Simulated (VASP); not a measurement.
A run of VASP 6.6.1:

INCAR

```
PREC = Accurate
ENCUT = 520
EDIFF = 1E-6
ISMEAR = -1
SIGMA = 0.05
LREAL = F
LASPH = T
NELM = 100
ALGO = Fast
ISIF = 2
LWAVE = F
LCHARG = F
GGA = PE
LOPTICS = T
NBANDS = 56
NEDOS = 1000
CSHIFT = 0.05
```

Contents of KPOINTS:

```
regular mesh
0
Gamma
  8 8 8
```

File POSCAR:

```
ZrN
1.0
    0.0000000000      2.2875000000      2.2875000000
    2.2875000000      0.0000000000      2.2875000000
    2.2875000000      2.2875000000      0.0000000000
Zr N
1 1
Direct
    0.0000000000      0.0000000000      0.0000000000
    0.5000000000      0.5000000000      0.5000000000
```

Potentials or basis: VASP PAW PBE potentials, release 64 (Zr_sv, N).

Command:

```console
$ cat potpaw_PBE.64/Zr_sv/POTCAR potpaw_PBE.64/N/POTCAR > POTCAR
$ mpirun -np 1 vasp_std > vasp.out
```

Hardware: 1 thread of AMD EPYC 7R13 Processor (Zen 3), with other jobs on the host.

Q: How long does it take, and how much memory?

A: It took 32 s on 1 thread of AMD EPYC 7R13 Processor (Zen 3), with other jobs on the host, peak memory 0.14 GiB. Counts: scf iterations 13, k points 29.
